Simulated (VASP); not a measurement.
# Sb (Pm-3m) in VASP: a series of runs

The runs below take Sb through relaxation of cell and atoms, with PBE.

Program: VASP 6.6.1. These are calculated values, not measurements. Logs are shortened: lines on timing, memory, paths and dates and some standing lists are left out, and cuts for length are marked.

### Step 1. The structure

It takes space group Pm-3m (No. 221, cubic). Conventional cell: a = 3.160 Å, b = 3.160 Å, c = 3.160 Å, α = 90.00°, β = 90.00°, γ = 90.00°. Sb (site symmetry m-3m) has 6 Sb at 3.16 Å as nearest neighbours.

This isn't the form of Sb at room conditions, which is rhombohedral.

### Step 2. Relaxation of cell and atoms, PBE

The input, INCAR:

```
SYSTEM = Sb
PREC     = Accurate       ! precision mode
ENCUT    = 520            ! plane-wave cutoff, eV
EDIFF    = 1E-6           ! SCF threshold, eV
ISMEAR   = 0              ! smearing method
SIGMA    = 0.1            ! smearing width, eV
LREAL    = .FALSE.        ! projectors in reciprocal space
LASPH    = .TRUE.         ! aspherical terms in the spheres
NELM     = 120            ! most SCF steps
ALGO     = Normal         ! electronic algorithm
ISIF     = 3              ! what is computed and relaxed
LWAVE    = .FALSE.        ! write WAVECAR
LCHARG   = .FALSE.        ! write CHGCAR
GGA      = PE             ! functional
IBRION   = 2              ! ionic algorithm
NSW      = 90             ! ionic steps
EDIFFG   = -0.01          ! ionic threshold
```

The input, KPOINTS:

```
regular mesh
0
G
  14 14 14
  0 0 0
```

The input, POSCAR:

```
Sb
1.0
    3.1600000000      0.0000000000      0.0000000000
    0.0000000000      3.1600000000      0.0000000000
    0.0000000000      0.0000000000      3.1600000000
Sb
1
Direct
    0.0000000000      0.0000000000      0.0000000000
```

Potentials or basis: VASP PAW PBE potentials, release 64 (Sb).

The run is started by

```console
$ cat potpaw_PBE.64/Sb/POTCAR > POTCAR
$ mpirun -np 1 vasp_std > vasp.out
```

OUTCAR:

```text
SYSTEM = Sb
   PREC = Accurate
   ENCUT = 520
   EDIFF = 1E-6
   ISMEAR = 0
   LREAL = .FALSE.
   LASPH = .TRUE.
   NELM = 120
   ISIF = 3
   GGA = PE
   IBRION = 2
   NSW = 90
   EDIFFG = -0.01

 ion  position               nearest neighbor table
   1  0.000  0.000  0.000-

  LATTYP: Found a simple cubic cell.
 ALAT       =     3.1600000000

  Lattice vectors:

 A1 = (   3.1600000000,   0.0000000000,   0.0000000000)
 A2 = (   0.0000000000,   3.1600000000,   0.0000000000)
 A3 = (   0.0000000000,   0.0000000000,   3.1600000000)

Analysis of symmetry for initial positions (statically):
=====================================================================
 Subroutine PRICEL returns:
 Original cell was already a primitive cell.

 Routine SETGRP: Setting up the symmetry group for a
 simple cubic supercell.

 Subroutine GETGRP returns: Found 48 space group operations
 (whereof 48 operations were pure point group operations)
 out of a pool of 48 trial point group operations.

The static configuration has the point symmetry O_h .

Analysis of symmetry for dynamics (positions and initial velocities):
=====================================================================
 Subroutine PRICEL returns:
 Original cell was already a primitive cell.

 Routine SETGRP: Setting up the symmetry group for a
 simple cubic supercell.

 Subroutine GETGRP returns: Found 48 space group operations
 (whereof 48 operations were pure point group operations)
 out of a pool of 48 trial point group operations.

The dynamic configuration has the point symmetry O_h .

 Subroutine INISYM returns: Found 48 space group operations
 (whereof 48 operations are pure point group operations),
 and found     1 'primitive' translations

----------------------------------------------------------------------------------------

                                     Primitive cell

  volume of cell :      31.5545

  direct lattice vectors                    reciprocal lattice vectors
     3.160000000  0.000000000  0.000000000     0.316455696  0.000000000  0.000000000
     0.000000000  3.160000000  0.000000000     0.000000000  0.316455696  0.000000000
     0.000000000  0.000000000  3.160000000     0.000000000  0.000000000  0.316455696

  length of vectors
     3.160000000  3.160000000  3.160000000     0.316455696  0.316455696  0.316455696

  position of ions in fractional coordinates (direct lattice)
     0.000000000  0.000000000  0.000000000

  ion indices of the primitive-cell ions
   primitive index   ion index
                 1           1

----------------------------------------------------------------------------------------

 KPOINTS: regular mesh

Automatic generation of k-mesh.
 Grid dimensions read from file:
 generate k-points for:   14   14   14

 Generating k-lattice:

  Cartesian coordinates                     Fractional coordinates (reciprocal lattice)
     0.022603978  0.000000000  0.000000000     0.071428571  0.000000000  0.000000000
     0.000000000  0.022603978  0.000000000     0.000000000  0.071428571  0.000000000
     0.000000000  0.000000000  0.022603978     0.000000000  0.000000000  0.071428571

  Length of vectors
     0.022603978  0.022603978  0.022603978

  Shift w.r.t. Gamma in fractional coordinates (k-lattice)
     0.000000000  0.000000000  0.000000000

 Subroutine IBZKPT returns following result:
 ===========================================

 Found    120 irreducible k-points:

 Following reciprocal coordinates:
            Coordinates               Weight
  0.000000  0.000000  0.000000      1.000000
  0.071429  0.000000  0.000000      6.000000
  0.142857  0.000000  0.000000      6.000000
  0.214286  0.000000  0.000000      6.000000
  0.285714  0.000000  0.000000      6.000000
  0.357143  0.000000  0.000000      6.000000
[... 16 lines left out ...]
  0.285714  0.214286  0.000000     24.000000
  0.357143  0.214286  0.000000     24.000000
 [... further k-points ...]
   k-points           NKPTS =    120   k-points in BZ     NKDIM =    120   number of bands    NBANDS=      6
   number of dos      NEDOS =    301   number of ions     NIONS =      1
   total plane-waves  NPLWV =  13824
   dimension x,y,z NGX =    24 NGY =   24 NGZ =   24
   dimension x,y,z NGXF=    48 NGYF=   48 NGZF=   48
   ions per type =               1
   NGX,Y,Z   is equivalent  to a cutoff of  12.63, 12.63, 12.63 a.u.
   NGXF,Y,Z  is equivalent  to a cutoff of  25.25, 25.25, 25.25 a.u.
 SYSTEM =  Sb
   PREC   = accura    normal or accurate (medium, high low for compatibility)
   ISTART =      0    job   : 0-new  1-cont  2-samecut
   ICHARG =      2    charge: 1-file 2-atom 10-const
   ISPIN  =      1    spin polarized calculation?
   LNONCOLLINEAR =      F non collinear calculations
   LSORBIT =      F    spin-orbit coupling
   LASPH  =      T    aspherical Exc in radial PAW
   ENCUT  =  520.0 eV  38.22 Ry    6.18 a.u.   5.88  5.88  5.88*2*pi/ulx,y,z
   NELM   =    120;   NELMIN=  2; NELMDL= -5     # of ELM steps
   EDIFF  = 0.1E-05   stopping-criterion for ELM
   LREAL  =      F    real-space projection
   EDIFFG = -.1E-01   stopping-criterion for IOM
   NSW    =     90    number of steps for IOM
   IBRION =      2    ionic relax: 0-MD 1-quasi-New 2-CG
   NFREE  =      1    steps in history (QN), initial steepest desc. (CG)
   ISIF   =      3    stress and relaxation
   ISYM   =      2    0-nonsym 1-usesym 2-fastsym
   POTIM  = 0.5000    time-step for ionic-motion
   TEBEG  =    0.0;   TEEND  =   0.0 temperature during run
   PSTRESS=    0.0 pullay stress
   NELECT =       5.0000    total number of electrons
   NUPDOWN=      -1.0000    fix difference up-down
   EMIN   =  10.00;   EMAX   =-10.00  energy-range for DOS
   EFERMI =   0.00;   METHOD = LEGACY
   ISMEAR =     0;   SIGMA  =   0.10  broadening in eV -4-tet -1-fermi 0-gaus
   EFERMI_NEDOS =   21; number of points for ismear=-14 and -15
   IALGO  =     38    algorithm
   IMIX   =      4    mixing-type and parameters
     AMIX     =   0.40;   BMIX     =  1.00
     AMIX_MAG =   1.60;   BMIX_MAG =  1.00
  volume/ion in A,a.u.               =      31.55       212.94
  Fermi-wavevector in a.u.,A,eV,Ry     =   0.885886  1.674081 10.677766  0.784794
  Thomas-Fermi vector in A             =   2.006979
   LORBIT       =      0    0 simple, 1 ext, 2 COOP (PROOUT), +10 PAW based schemes
   GGA     = PE    functional components
   LHFCALC =     F    Hartree Fock is set to
   AEXX    =    0.0000 exact exchange contribution
   IVDW    =     0    specifies the selected vdW correction
   LEPSILON=     F    determine dielectric tensor
   LRPA    =     F    only Hartree local field effects (RPA)
 conjugate gradient relaxation of ions
 non-spin polarized calculation
 Gauss-broadening in eV      SIGMA  =   0.10
  energy-cutoff  :      520.00
  volume of cell :       31.55
 maximum number of plane-waves:       876
 NGX is ok and might be reduce to    24
   NGX = 11   NGY = 11   NGZ = 11

--------------------------------------- Ionic step        1  -------------------------------------------

 number of electron       5.0000001 magnetization

 Free energy of the ion-electron system (eV)
  ---------------------------------------------------
  ext. energy  EPLUGINS =         0.00000000
  ---------------------------------------------------
  free energy    TOTEN  =        -4.08508268 eV

  energy without entropy =       -4.08163463  energy(sigma->0) =       -4.08335866

------------------------ aborting loop because EDIFF is reached ----------------------------------------

  FORCE on cell =-STRESS in cart. coord.  units (eV):
  Direction    XX          YY          ZZ          XY          YZ          ZX
  --------------------------------------------------------------------------------------
  -------------------------------------------------------------------------------------
  Total       -0.4636853     -0.4636853     -0.4636853      0.0000000      0.0000000     -0.0000000
  in kB      -23.5435904    -23.5435904    -23.5435904      0.0000000      0.0000000     -0.0000000
  external PRESSURE =     -23.5435904 kB  Pullay stress =       0.0000000 kB
[... 55 lines left out ...]
  energy  without entropy=       -4.0905581485  energy(sigma->0) =       -4.09245550

--------------------------------------- Ionic step        3  -------------------------------------------

 number of electron       4.9999999 magnetization

 Free energy of the ion-electron system (eV)
  ---------------------------------------------------
  ext. energy  EPLUGINS =         0.00000000
  ---------------------------------------------------
  free energy    TOTEN  =        -4.09641169 eV

  energy without entropy =       -4.09261510  energy(sigma->0) =       -4.09451340

 E-fermi :   6.9711     XC(G=0):  -9.5874

 val. band max:        6.9437143087   @ k =   0.4286   0.2857   0.2857
 cond. band min:       6.9904186436   @ k =   0.2143   0.2143   0.1429
 fundamental gap:      0.0467043350
 Fermi energy:         6.9711065929

 k-point     1 :       0.0000    0.0000    0.0000
  band No.  band energies     occupation
      1      -5.2891      2.00000
      2      10.2804      0.00000
      3      10.2804      0.00000
      4      10.2804      0.00000
      5      13.9450      0.00000
      6      13.9450      0.00000

 k-point     2 :       0.0714    0.0000    0.0000
  band No.  band energies     occupation
      1      -5.2157      2.00000
      2       9.3451      0.00000
      3      10.3526      0.00000
      4      10.3526      0.00000
      5      14.0034      0.00000
      6      14.5108      0.00000
[... 190 lines left out ...]
 k-point    24 :       0.3571    0.2143    0.0000
  band No.  band energies     occupation
      1      -2.9727      2.00000
      2       3.5269      2.00000
      3       7.4737      0.00000
      4      12.3846      0.00000
      5      14.0932      0.00000
      6      16.5182      0.00000

 [... further k-points ...]
[... 5 lines left out ...]
  --------------------------------------------------------------------------------------
  -------------------------------------------------------------------------------------
  Total        0.0016868      0.0016868      0.0016868      0.0000000     -0.0000000      0.0000000
  in kB        0.0898545      0.0898545      0.0898545      0.0000000     -0.0000000      0.0000000
  external PRESSURE =       0.0898545 kB  Pullay stress =       0.0000000 kB
[... 16 lines left out ...]
  FREE ENERGIE OF THE ION-ELECTRON SYSTEM (eV)
  ---------------------------------------------------
  free  energy   TOTEN  =        -4.0964116900 eV

  energy  without entropy=       -4.0926151018  energy(sigma->0) =       -4.09451340

 reached required accuracy - stopping structural energy minimisation
```

Run time: 16 s. Hardware: 1 thread of Intel Xeon Platinum 8559C (Emerald Rapids), shared host; peak memory 0.15 GiB.

Results:

- Free energy: -4.0964 eV
- Relaxed volume: 30.08 Å³/atom
- Relaxed cell: a = 3.110 Å, b = 3.110 Å, c = 3.110 Å, α = 90.00°, β = 90.00°, γ = 90.00°
- Space group after relaxing (to 0.05 Å): Pm-3m (No. 221)
- Energy gained by relaxing: 11.3 meV/atom
- Ionic steps: 3
- Pressure after relaxing: 0.0 GPa
- Band gap on the k mesh: none (metal or under the smearing width)

Step by step:
| step | energy change (eV) | largest force (eV/Å) | pressure (GPa) | volume (Å³) |
| --- | --- | --- | --- | --- |
| 1 | 0.0000 | 0.0000 | -2.35 | 31.55 |
| 2 | -0.0093 | 0.0000 | 1.13 | 29.48 |
| 3 | -0.0113 | 0.0000 | 0.01 | 30.08 |

Final structure:
```cif
data_structure
_symmetry_space_group_name_H-M 'P 1'
_symmetry_Int_Tables_number 1
_cell_length_a 3.1099
_cell_length_b 3.1099
_cell_length_c 3.1099
_cell_angle_alpha 90.000
_cell_angle_beta 90.000
_cell_angle_gamma 90.000
_cell_volume 30.08
loop_
_atom_site_label
_atom_site_type_symbol
_atom_site_fract_x
_atom_site_fract_y
_atom_site_fract_z
_atom_site_occupancy
Sb1 Sb 0.00000 0.00000 0.00000 1
```

Spin-orbit coupling is left out, which matters for the levels of Sb.

### Step 3. Relaxation of cell and atoms, PBE

This run uses another cell than the first one, of 30.08 Å³/atom, 0.953 times its volume.

INCAR: that of step 2 with these lines changed.

```diff
@@ -3,3 +3,3 @@
 ENCUT    = 520            ! plane-wave cutoff, eV
-EDIFF    = 1E-6           ! SCF threshold, eV
+EDIFF    = 1E-7           ! SCF threshold, eV
 ISMEAR   = 0              ! smearing method
@@ -15,3 +15,4 @@
 IBRION   = 2              ! ionic algorithm
-NSW      = 90             ! ionic steps
-EDIFFG   = -0.01          ! ionic threshold
+NSW      = 60             ! ionic steps
+EDIFFG   = -0.005         ! ionic threshold
+POTIM    = 0.3            ! step
```

KPOINTS is that of step 2.

The input, POSCAR:

```
Sb                                      
1.0
    3.1098581840      0.0000000000     -0.0000000000
    0.0000000000      3.1098581840      0.0000000000
   -0.0000000000      0.0000000000      3.1098581840
  Sb            
     1
Direct
     0.0000000000000000    0.0000000000000000    0.0000000000000000
```

Potentials or basis: VASP PAW PBE potentials, release 64 (Sb).

The run is started by

```console
$ cat potpaw_PBE.64/Sb/POTCAR > POTCAR
$ mpirun -np 1 vasp_std > vasp.out
```

Run time: 6.5 s. Hardware: 1 thread of Intel Xeon Platinum 8559C (Emerald Rapids), shared host; peak memory 0.15 GiB.

It converged, with:

| Item | Value |
| --- | --- |
| Free energy | -4.0964 eV |
| Pressure after relaxing | 0.0 GPa |
| Band gap on the k mesh | none (metal or under the smearing width) |

Final structure:
```
Sb
1.0
     3.10986    0.00000    0.00000
     0.00000    3.10986    0.00000
     0.00000    0.00000    3.10986
Sb
1
Cartesian
  0.0000 0.0000 0.0000
```

Levels at points of the mesh, in eV from the Fermi level:
```
           k point  band 1  band 2  band 3  band 4  band 5  band 6
(0.00, 0.00, 0.00)  -12.26    3.31    3.31    3.31    6.97    6.97
(0.50, 0.00, 0.00)   -9.87   -5.46    5.29    5.29    9.04   10.64
(0.50, 0.50, 0.00)   -7.34   -3.44   -3.44    2.28    7.30   12.84
(0.50, 0.50, 0.50)   -4.51   -1.54   -1.54   -1.54    4.91    4.91
```

Caveat: the relaxation stopped at its first step, so nothing moved. Spin-orbit coupling is left out, which matters for the levels of Sb.
